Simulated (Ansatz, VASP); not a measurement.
## AsPt: VASP beside Ansatz

```
CELL_PARAMETERS angstrom
4.00539 0.00000 0.00000
-2.00270 3.46877 0.00000
0.00000 0.00000 6.79910
ATOMIC_POSITIONS crystal
As 0.66667 0.33333 0.50310
As 0.33333 0.66667 0.00310
Pt 0.66667 0.33333 0.87190
Pt 0.33333 0.66667 0.37190
```

Alike in both runs: task single point; functional PBE; k mesh 12 × 12 × 6; occupations gaussian, width 0.1 eV; no spin polarisation.

|  | VASP | Ansatz |
| --- | --- | --- |
| version | VASP 6.6.1 | Ansatz 0.2.0 |
| potentials or method | VASP PAW PBE potentials, release 64 (As, Pt) | scalar-relativistic, plane waves, PAW |
| plane-wave cutoff (eV) | 520 | 420 |
| valence electrons in the cell | 30 | 66 |

```tsv
	VASP	Ansatz	Ansatz less VASP
gap on the k mesh at the Fermi level (eV)	none	none	-
pressure (GPa)	-5.3	-5.3	0.00
largest component of the traceless stress (GPa)	0.92	0.91	-0.008
rms of the force components (eV/Å)	0.030	0.030	-0.0008
```

Atom by atom the forces differ by 0.001 eV/Å (rms over components). A gap of «none» marks a metal or a gap that the smearing closes. With one functional, cell and mesh, what is left measures potentials, basis and numerics. The two sets of potentials don't hold the same shells in valence.

Spin-orbit coupling is left out, which matters for the levels of Pt.
